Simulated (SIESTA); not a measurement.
**GaSb under changes of volume**

One of the cells (24.084 Å³/atom); the others are scaled copies at fixed shape and fractional positions:

```
CELL_PARAMETERS angstrom
-1.55590 2.67500 2.89331
1.55590 -2.67500 2.89331
1.55590 2.67500 -2.89331
ATOMIC_POSITIONS crystal
Sb 0.50000 0.50000 0.00000
Ga 0.00000 0.00000 0.00000
```

Measurements of this composition are mostly on another form, of space group No. 216.

* Program: SIESTA 5.4.2
* Functional: PBEsol
* Potentials or basis: PseudoDojo 0.4 standard (PBEsol files)
* Basis: DZP (energy shift 0.003 Ry; two zetas on semicore shells)
* Grid cutoff: 800 Ry
* Energy shift: 0.003 Ry
* k mesh: 10 × 10 × 10
* Occupations: fermi-dirac, width 0.05 eV
* Spin: no spin polarisation

```tsv
volume (Å³/atom)	energy over the lowest point (meV/atom)	pressure (GPa)
22.639	1.84	1.3
23.121	0.00	0.0
23.602	1.99	-1.3
24.084	7.51	-2.3
24.566	15.94	-3.2
25.048	?	?
25.529	40.16	-4.8
```

Question: What does the run at 25.048 Å³/atom give?

Answer: Energy over the lowest point 26.87 meV/atom; pressure -4.0 GPa.

Worked out: A Birch-Murnaghan fit of order 3 (a polynomial in V^(-2/3)) to the other rows has its minimum at 23.10 Å³/atom with B0 = V·E''(V) = 63 GPa and B' = 5.7 at fixed shape and positions, which overstates the stiffness. It gives 26.95 meV/atom at 25.048 Å³/atom, against the run's 26.87, and -dE/dV = -4.0 GPa, against -4.0.

Energies are extrapolated to zero smearing.

Caveats: the basis of atomic orbitals isn't converged, which shifts pressures, moduli and gaps.
